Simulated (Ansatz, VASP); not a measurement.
# Ti: VASP beside Ansatz

```
Ti
1.0
     3.95567    0.00000    0.00000
     0.00000    3.95567    0.00000
     0.00000    0.00000    3.95567
Ti
1
Direct
  0.00000 0.00000 0.00000
```

Alike in both runs: task single point; functional PBEsol; k mesh 8 × 8 × 8; occupations gaussian, width 0.1 eV; collinear spin.

```csv
,VASP,Ansatz
version,VASP 6.6.1,Ansatz 0.2.0
potentials or method,"VASP PAW PBE potentials, release 64 (Ti_sv)","scalar-relativistic, plane waves, PAW"
plane-wave cutoff (eV),520,500
valence electrons in the cell,12,12
```

|  | VASP | Ansatz | Ansatz less VASP |
| --- | --- | --- | --- |
| gap on the k mesh at the Fermi level (eV) | none | none | - |
| net moment per atom (μB) | 2.87 | 2.86 | -0.005 |
| size of the moment on the site where the two differ most (μB) | 1.93 | 2.43 | +0.503 |

Site moments also hang on the region over which each program counts them. A gap of «none» marks a metal or a gap that the smearing closes.
